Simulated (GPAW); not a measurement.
The system is As.

```
As
1.0
     2.70368    0.00000    0.00000
     0.00000    2.70368    0.00000
     0.00000    0.00000    2.70368
As
1
Direct
  0.50000 0.50000 0.50000
```

This isn't the form of As at room conditions, which is rhombohedral.

| Property | Result |
| --- | --- |
| Program | GPAW 26.7.0 |
| Task | relaxation of cell and atoms |
| Functional | PBEsol |
| Dispersion | D3(BJ) |
| Potentials or basis | PAW data sets generated in the run's folder for this functional |
| Cutoff | 600 eV |
| Basis | pw |
| k mesh | 10 × 10 × 10 |
| Occupations | fermi-dirac, width 0.05 eV |
| Spin | no spin polarisation |

At the start: pressure -4.8 GPa; volume 19.76 Å³/atom.

**Question.** How do energy, volume and symmetry change on relaxing?

**Answer.** Over 4 steps the energy falls by 16.2 meV/atom and the volume is 18.73 Å³/atom (-5.2 %); space group Pm-3m (No. 221, to 0.05 Å).

The path:
```tsv
step	energy change (eV)	largest force (eV/Å)	pressure (GPa)	volume (Å³)
1	0.0000	0.0000	-4.78	19.76
2	-0.0115	0.0000	-2.68	19.27
3	-0.0162	0.0000	0.21	18.69
4	-0.0162	0.0000	-0.01	18.73
```

Final structure:
```cif
data_structure
_symmetry_space_group_name_H-M 'P 1'
_symmetry_Int_Tables_number 1
_cell_length_a 2.6558
_cell_length_b 2.6558
_cell_length_c 2.6558
_cell_angle_alpha 90.000
_cell_angle_beta 90.000
_cell_angle_gamma 90.000
_cell_volume 18.73
loop_
_atom_site_label
_atom_site_type_symbol
_atom_site_fract_x
_atom_site_fract_y
_atom_site_fract_z
_atom_site_occupancy
As1 As 0.50000 0.50000 0.50000 1
```

Caveat: later steps reuse the first step's grids; pairwise dispersion overbinds metals, which lowers pressure and volume.
